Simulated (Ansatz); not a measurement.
# Al2GaN3: the cell at several levels of theory

Cell and atoms of Al2GaN3 as one 6-atom ordering (I-4m2) on the zincblende lattice are relaxed in turn with PBE and r2SCAN. This is a trial cell built on a prototype, not taken from a measured structure, and it needn't be the compound's ground state.

Program: Ansatz 0.2.0. PAW datasets, plane waves, zero pressure. The structure was generated, not taken from experiment, and needn't be the ground state; spin polarisation is off.

## Step 1: Starting point

This is the cell as the run starts from it, not yet at rest; its lengths are not the crystal's.

The symmetry is I-4m2 (No. 119, tetragonal); a = 2.940 Å, c = 12.475 Å in the conventional setting, 8.99 Å³ an atom. Around Al lie 4 N at 1.80 Å; around N lie 4 Al at 1.80 Å; around N lie 2 Ga at 1.80 Å and 2 Al at 1.80 Å; around Ga lie 4 N at 1.80 Å.

As a file:

```cif
data_structure
_symmetry_space_group_name_H-M 'I-4m2'
_symmetry_Int_Tables_number 119
_cell_length_a 2.9404
_cell_length_b 2.9404
_cell_length_c 12.4752
_cell_angle_alpha 90.000
_cell_angle_beta 90.000
_cell_angle_gamma 90.000
_cell_volume 107.86
loop_
_atom_site_label
_atom_site_type_symbol
_atom_site_symmetry_multiplicity
_atom_site_Wyckoff_symbol
_atom_site_fract_x
_atom_site_fract_y
_atom_site_fract_z
_atom_site_occupancy
Al1 Al 4 e 0.50000 0.50000 0.33333 1
N1 N 2 d 0.50000 0.00000 0.25000 1
N2 N 4 f 0.00000 0.50000 0.08333 1
Ga1 Ga 2 b 0.50000 0.50000 0.00000 1
```

## Step 2: Relaxing with PBE

The input, input.yaml:

```yaml
crystal:
  lattice:
    - [-1.4702109602, 1.4702109602, 6.2375768383]
    - [1.4702109602, -1.4702109602, 6.2375768383]
    - [1.4702109602, 1.4702109602, -6.2375768383]
  atoms:
    - { symbol: Al, position: [0.8333333333, 0.8333333333, 0.0] }
    - { symbol: "N", position: [0.25, 0.75, 0.5] }
    - { symbol: Al, position: [0.1666666667, 0.1666666667, 0.0] }
    - { symbol: "N", position: [0.5833333333, 0.0833333333, 0.5] }
    - { symbol: Ga, position: [0.5, 0.5, 0.0] }
    - { symbol: "N", position: [0.9166666667, 0.4166666667, 0.5] }
kpoints:
  mp_grid: { grid: [10, 10, 10] }
hamiltonian:
  xc: pbe
scf:
  occupations: { method: fermi_dirac, width: 0.02 }
relax:
  f_tol: 0.005
  cell: {}
output:
  write_density: true
  write_potential: true
  elf: true
  volumetric_format: npy
```

Started as:

```sh
> ansatz run input.yaml --threads 4 --pin off --max-ram 6451MiB --backend cpu --events-out ev --progress --plain --runs-dir out
```

After this run come: Relaxing with r2SCAN.

What does the calculation give? Wanted: for each run, a; c; volume; space group; SCF geometries.

**Answer**, as computed:

| level | a (Å) | c (Å) | volume (Å³/atom) | space group | SCF geometries |
| --- | --- | --- | --- | --- | --- |
| PBE | 3.151 | 13.321 | 11.021 | I-4m2 | 10 |
| r2SCAN | 3.123 | 13.209 | 10.736 | I-4m2 | 5 |

In words: The first relaxation changed the volume by +22.6 % from the start. r2SCAN gives the smallest cell and PBE the largest; they differ by 2.7 % in volume, a mean of 0.9 % in length.
